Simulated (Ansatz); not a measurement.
Results of LDA in Ansatz (PAW) for spinel MgAl2O4.

Settings: plane-wave cutoff 520 eV, 8×8×8 k mesh, Fermi–Dirac smearing 0.01 eV, scalar-relativistic PAW data made under PBE.

Shape and atoms are relaxed at each volume.

Pressure at four volumes; x = ln(V/9.223 Å³). One pressure is withheld.

```csv
V (Å³/atom),x,P (GPa)
8.854,-0.0408,8.99
9.223,0.0000,0.00
9.407,0.0198,-3.85
9.592,0.0392,?
```

Q: Pass a parabola P(x) through the three rows shown, estimate the bulk modulus and its pressure derivative near zero pressure, and predict the withheld pressure.

A: Slopes between the rows: (0.00 − (8.99))/(0.0000 − (-0.0408)) = -220.34 and (-3.85 − (0.00))/(0.0198 − (0.0000)) = -194.44 GPa. Their difference over the span 0.0606 is c = 25.90/0.0606 = 427.4 GPa, so P(x) = 8.99 + (-220.34)(x − (-0.0408)) + 427.4 (x − (-0.0408))(x − (0.0000)). At the middle row B = −dP/dx = −[-220.34 + 427.4 × 0.0408] = 202.9 GPa, and B′ = dB/dP = 2c/B = 4.2. At x = 0.0392 the parabola gives -7.30 GPa; the run gives -7.34 GPa. The Birch–Murnaghan fit to the energies at all volumes has B0 = 203 GPa and B′ = 4.1.

Measured, for comparison: bulk modulus 195 GPa (300 K, copied from a table, unchecked, not corrected to a static lattice; as tabulated in BurnMan's mineral tables). Computed (rounded) less measured: bulk modulus not scored (unchecked). A static lattice is as a rule a little smaller and stiffer than an uncorrected measurement, which can account for part of this.

Note: the bulk modulus comes from volumes at which shape and atoms were relaxed.

Ansatz is an electronic-structure program.
